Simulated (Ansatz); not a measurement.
Runs of Ansatz 0.2.0 on Te. The structure is trigonal, space group R-3m (No. 166). The conventional cell has a = 4.612 Å, b = 4.612 Å, c = 5.073 Å, α = 90.00°, β = 90.00°, γ = 120.00°. Around Te (site symmetry -3m) lie 6 Te at 3.15 Å. This isn't the form of Te at room conditions, which is trigonal, of chains.

| task | level | potentials or basis | spin | cell | k mesh | cutoff (eV) | smearing | gap on the mesh (eV) | pressure (GPa) |
| --- | --- | --- | --- | --- | --- | --- | --- | --- | --- |
| density of states | PBEsol+D4 | all-electron LAPW, relativistic spinors | SOC, no magnetisation | volume scaled by 0.8 | 7 × 7 × 7 | 221 | gaussian 0.01 eV | none | (a) |
| single point | LDA | all-electron LAPW, relativistic spinors | SOC, no magnetisation | the cell as VASP's run set it | 7 × 7 × 7 | 179 | gaussian 0.01 eV | none | -1.0 |
| band structure | LDA | all-electron LAPW, relativistic spinors | SOC, no magnetisation | as given | 7 × 7 × 7 | 179 | gaussian 0.01 eV | - | -1.0 |
| single point | PBEsol | all-electron LAPW, scalar-relativistic | off | as given | 9 × 9 × 9 | 179 | gaussian 0.1 eV | none | -0.1 |

Alike in all rows: basis error allowed 0.001 eV/atom.

Estimate the missing entries.

(a) 19.3.

Caveats: the k mesh is thin for a metal, which can move the energy by tens of meV per atom (some runs); so large a pressure means that the cell lies far from this level's equilibrium, or that cutoff or potentials fall short (some runs); pairwise dispersion overbinds metals, which lowers pressure and volume (some runs).

A k mesh can miss the band edges, and rows without SOC leave out spin-orbit coupling on Te.

A gap of «none» marks a metal or a gap under the smearing width.

Runs at the PBE level aren't shown here.
